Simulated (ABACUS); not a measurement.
Os:

```
Os
1.0
     2.73410    0.00000    0.00000
    -1.36705    2.36780    0.00000
     0.00000    0.00000    4.31970
Os
2
Direct
  0.66667 0.33333 0.75000
  0.33333 0.66667 0.25000
```

* Program: ABACUS 3.10.1
* Task: single point
* Functional: PBE
* Potentials or basis: PseudoDojo NC SR 0.4.1 PBE standard
* Cutoff: 1007 eV
* Density cutoff: 4027 eV
* Basis: plane waves
* k mesh: 11 × 11 × 6
* Occupations: fermi-dirac, width 0.05 eV
* Spin: no spin polarisation

On this cell: pressure 8.2 GPa; largest force under 0.003 eV/Å; band gap on the k mesh none (metal or under the smearing width).

The same run follows on a disturbed copy (atoms moved at random, drawn with an rms of 0.05 Å):

```
CELL_PARAMETERS angstrom
2.73410 0.00000 0.00000
-1.36705 2.36780 0.00000
0.00000 0.00000 4.31970
ATOMIC_POSITIONS crystal
Os 0.65888 0.31974 0.75917
Os 0.32855 0.66495 0.24603
```

Task: What does the disturbed cell give?

Result: The energy (extrapolated to zero smearing) moves by +16.4 meV/atom; pressure 9.1 GPa; largest force 1.053 eV/Å; band gap on the k mesh none (metal or under the smearing width).

Forces on the atoms (eV/Å):
```
Os  -0.068  0.235 -1.024
Os   0.068 -0.235  1.024
```

Stress tensor (GPa, compression positive):
```
 7.75  0.19  0.08
 0.19  9.11 -0.28
 0.08 -0.28 10.31
```
